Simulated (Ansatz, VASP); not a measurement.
# One calculation of Mo, two programs

INCAR

```
PREC = Accurate
ENCUT = 520
EDIFF = 1E-6
ISMEAR = 1
SIGMA = 0.15
LREAL = False
LASPH = True
NELM = 60
ALGO = Normal
ISIF = 2
LWAVE = False
LCHARG = True
GGA = PE
LELF = True
LVHAR = True
NBANDS = 13
```

The input KPOINTS:

```
regular mesh
0
Gamma
  13 13 13
```

File POSCAR:

```
Mo
1.0
   -1.6143010825      1.6143010825      1.6143010825
    1.6143010825     -1.6143010825      1.6143010825
    1.6143010825      1.6143010825     -1.6143010825
Mo
1
Direct
    0.0000000000      0.0000000000      0.0000000000
```

Input for Ansatz:

```yaml
crystal:
  lattice:
    - [-1.614301082484189, 1.614301082484189, 1.614301082484189]
    - [1.614301082484189, -1.614301082484189, 1.614301082484189]
    - [1.614301082484189, 1.614301082484189, -1.614301082484189]
  atoms:
    - { symbol: Mo, position: [0.0, 0.0, 0.0] }
basis:
  ecutwfc: 500.0
kpoints:
  mp_grid:
    grid: [13, 13, 13]
hamiltonian:
  xc: pbe
scf:
  occupations:
    method: cold
    width: 0.15
output:
  stress: true
```

Alike in both runs: task single point; functional PBE; k mesh 13 × 13 × 13; no spin polarisation.

|  | VASP | Ansatz |
| --- | --- | --- |
| version | VASP 6.6.1 | Ansatz 0.2.0 |
| potentials or method | VASP PAW PBE potentials, release 64 (Mo_sv) | plane waves, PAW |
| plane-wave cutoff (eV) | 520 | 500 |
| occupations | methfessel-paxton of order 1, width 0.15 eV | cold, width 0.15 eV |
| valence electrons in the cell | 14 | 14 |

```csv
,VASP,Ansatz,Ansatz less VASP
pressure (GPa),-14.0,-14.4,-0.41
```
